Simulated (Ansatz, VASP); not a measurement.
**One calculation of Co, two programs**

INCAR

```
PREC = Accurate
ENCUT = 520
EDIFF = 1E-7
ISMEAR = 0
SIGMA = 0.025
LREAL = F
LASPH = T
NELM = 150
ALGO = Fast
ISIF = 2
LWAVE = F
LCHARG = F
ISPIN = 2
MAGMOM = 2 2
LORBIT = 11
LMAXMIX = 4
GGA = PE
NBANDS = 20
```

Contents of KPOINTS:

```
regular mesh
0
Gamma
  12 12 7
```

POSCAR

```
Co
1.0
    2.4719999032      0.0000000000      0.0000000000
   -1.2359999516      2.1408147143      0.0000000000
    0.0000000000      0.0000000000      4.0211440800
Co
2
Direct
    0.6666666667      0.3333333333      0.7500000000
    0.3333333333      0.6666666667      0.2500000000
```

input.yaml

```yaml
crystal:
  lattice:
    - [2.4719999032, 0.0, 0.0]
    - [-1.2359999516, 2.1408147143, 0.0]
    - [0.0, 0.0, 4.02114408]
  atoms:
    - { symbol: Co, position: [0.6666666667, 0.3333333333, 0.75], spin: 2.0 }
    - { symbol: Co, position: [0.3333333333, 0.6666666667, 0.25], spin: 2.0 }
kpoints:
  mp_grid: { grid: [12, 12, 7] }
scf:
  occupations: { method: gaussian, width: 0.025 }
hamiltonian:
  xc: pbe
  pseudopotentials: { kind: all_electron, lapw: { basis_error: 0.001 } }
magnetization:
  spin_polarized: true
output:
  forces: true
  stress: true
  eigenvalues: true
```

Alike in both runs: task single point; functional PBE; k mesh 12 × 12 × 7; occupations gaussian, width 0.025 eV; collinear spin.

|  | VASP | Ansatz |
| --- | --- | --- |
| version | VASP 6.6.1 | Ansatz 0.2.0 |
| potentials or method | VASP PAW PBE potentials, release 64 (Co) | all-electron LAPW, scalar-relativistic |
| plane-wave cutoff (eV) | 520 | see its input |

VASP gave:

* gap on the k mesh at the Fermi level (eV): none
* pressure (GPa): 4.0
* largest component of the traceless stress (GPa): 2.14
* net moment per atom (μB): 1.60
* size of the moment on the site where the two differ most (μB): 1.62

Estimate Ansatz's values.

gap on the k mesh at the Fermi level (eV): none; pressure (GPa): 4.6; largest component of the traceless stress (GPa): 2.22; net moment per atom (μB): 1.61; size of the moment on the site where the two differ most (μB): 1.66.

Site moments also hang on the region over which each program counts them. A gap of «none» marks a metal or a gap that the smearing closes. Ansatz ran all-electron here, so the differences hold the error of VASP's frozen core and of both bases.
